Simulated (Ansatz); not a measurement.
Free-standing chains of the atoms of BiTe, named by their start (strip: triangular double chain, ladder: square double chain); atoms and period are relaxed, and energies count from relaxed bulk BiTe (Fm-3m, 34.37 Å³/atom, gap on the mesh 0.00 eV).

All numbers below come from Ansatz, DFT PBE, scalar-relativistic, plane waves, PAW.

Cutoff 420 eV, Gaussian smearing of 0.05 eV, energies at zero smearing, symmetry of each start kept, collinear spin where a moment is listed.

| start | atoms | k mesh | excess energy (eV per host atom) | period (Å) | gap on the mesh (eV) | highest filled level or Fermi level under vacuum (eV) | size of the moment (μB per cell) |
| --- | --- | --- | --- | --- | --- | --- | --- |
| linear chain | 2 | 1×1×11 | 0.885 | 5.732 | 0 | 4.76 | 0.45 |
| dimerised chain | 2 | 1×1×11 | 0.887 | 5.811 | 0 | 4.76 | 0.27 |
| zigzag chain | 2 | 1×1×12 | 0.481 | 4.228 | 0 | - | 0.00 |
| ladder chain | 4 | 1×1×11 | 0.382 | 6.200 | 0.25 | - | 0.00 |
| strip chain | 2 | 1×1×21 | 0.705 | 3.111 | 0 | - | 0.00 |

Spin-orbit coupling is left out, which matters for the bands of heavy elements. An odd mesh misses points on the zone edge, so a gap read on it can be too wide.

Each run keeps its start's symmetry and one magnetic start, so lower states can exist. Rows stand on unlike meshes and boxes, so starts that end alike can differ by a few hundredths of an eV per atom.

Cost: 5 runs of about 12 core-minutes in all, on Intel Xeon Platinum 8259CL (Skylake/Cascade Lake) (shared hosts).